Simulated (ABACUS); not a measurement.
Set up this calculation in ABACUS 3.10.1, as the native input.

```
Task                                          : band structure
Functional                                    : TPSS
Potentials or basis                           : SG15 ONCV 1.2 PBE
Cutoff                                        : 1116 eV
Density cutoff                                : 4463 eV
Basis                                         : plane waves
Occupations                                   : fermi-dirac, width 0.05 eV
Spin                                          : no spin polarisation
Radial cutoff of the potentials (pseudo_rcut) : 10 bohr
Threshold of the eigensolver                  : 1e-07 Ry
Density                                       : read from an earlier self-consistent run
Path                                          : G-X-W-K-G-L-U-W-L-K, U-X
Points for each segment of the path           : 10
SCF threshold on the density                  : 1e-08
Max SCF steps                                 : 100
Eigensolver                                   : dav
Mixing                                        : broyden
Mixing share                                  : 0.7
Symmetry key                                  : -1
Bands                                         : 19
```

Crystal: InP.

```xyz
2
Lattice="-2.9305 0.0000 2.9305 0.0000 2.9305 2.9305 -2.9305 2.9305 0.0000" Properties=species:S:1:pos:R:3 pbc="T T T"
In    0.0000    0.0000    0.0000
P    -1.4652    1.4652    1.4652
```

These files were run (other wordings do the same):

INPUT

```
INPUT_PARAMETERS
suffix              InP
calculation         nscf
basis_type          pw
pseudo_dir          ./
symmetry            -1
dft_functional      MGGA_X_TPSS+MGGA_C_TPSS
ecutwfc             82.0
pseudo_rcut         10
nspin               1
nbands              19
ks_solver           dav
smearing_method     fd
smearing_sigma      0.00367493
scf_thr             1e-08
scf_nmax            100
mixing_type         broyden
mixing_beta         0.7
mixing_tau          1
init_chg            file
pw_diag_thr         1e-07
out_band            1
kpar                4
```

STRU

```
ATOMIC_SPECIES
In 114.8180 In_ONCV_PBE-1.2.upf
P 30.9738 P_ONCV_PBE-1.2.upf

LATTICE_CONSTANT
1.8897261246

LATTICE_VECTORS
-2.9305000000 0.0000000000 2.9305000000
0.0000000000 2.9305000000 2.9305000000
-2.9305000000 2.9305000000 0.0000000000

ATOMIC_POSITIONS
Direct

In
0.0
1
0.0000000000 0.0000000000 0.0000000000 1 1 1

P
0.0
1
0.2500000000 0.2500000000 0.2500000000 1 1 1
```

KPT

```
K_POINTS
12
Line
0.00000000 0.00000000 0.00000000 10 // G
0.50000000 0.00000000 0.50000000 10 // X
0.50000000 0.25000000 0.75000000 10 // W
0.37500000 0.37500000 0.75000000 10 // K
0.00000000 0.00000000 0.00000000 10 // G
0.50000000 0.50000000 0.50000000 10 // L
0.62500000 0.25000000 0.62500000 10 // U
0.50000000 0.25000000 0.75000000 10 // W
0.50000000 0.50000000 0.50000000 10 // L
0.37500000 0.37500000 0.75000000 1 // K
0.62500000 0.25000000 0.62500000 10 // U
0.50000000 0.00000000 0.50000000 1 // X
```

Potentials or basis: SG15 ONCV 1.2 PBE, plane waves.

Run with:

```bash
$ OMP_NUM_THREADS=1 mpirun -np 4 abacus > log
```

It gave:

```yaml
Band_gap_along_the_path: 0.78 eV, direct
```

Caveat: the density is read from an earlier self-consistent run, whose mesh may be coarse; spin-orbit coupling is left out, which moves the levels of the heavy elements.

Wall time 35 s on 4 MPI ranks on Intel(R) Xeon(R) 6975P-C (Granite Rapids), on a shared host, peak memory 0.48 GiB a rank.
